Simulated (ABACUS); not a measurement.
The system is Na.

```
Na
1.0
    -2.14100    2.14100    2.14100
     2.14100   -2.14100    2.14100
     2.14100    2.14100   -2.14100
Na
1
Cartesian
  0.0000 0.0000 0.0000
```

Base run:

- Program: ABACUS 3.10.1
- Functional: revPBE
- Potentials or basis: PseudoDojo NC SR 0.4.1 PBE standard
- Cutoff: 1211 eV
- Density cutoff: 4844 eV
- Basis: plane waves
- k mesh: 7 × 7 × 7
- Occupations: fermi-dirac, width 0.05 eV
- Spin: no spin polarisation

Its results: band gap on the k mesh none (metal or under the smearing width); pressure 0.0 GPa.

Question: The run is repeated on the same cell with these changes: functional from revPBE to LDA-PW92; potentials or basis from PseudoDojo NC SR 0.4.1 PBE standard to PseudoDojo NC SR 0.4.1 LDA standard. What comes out?

Answer: Band gap on the k mesh none (metal or under the smearing width); pressure -1.1 GPa.

Caveats: the potentials were made for another functional, which shifts forces and pressure (some runs).
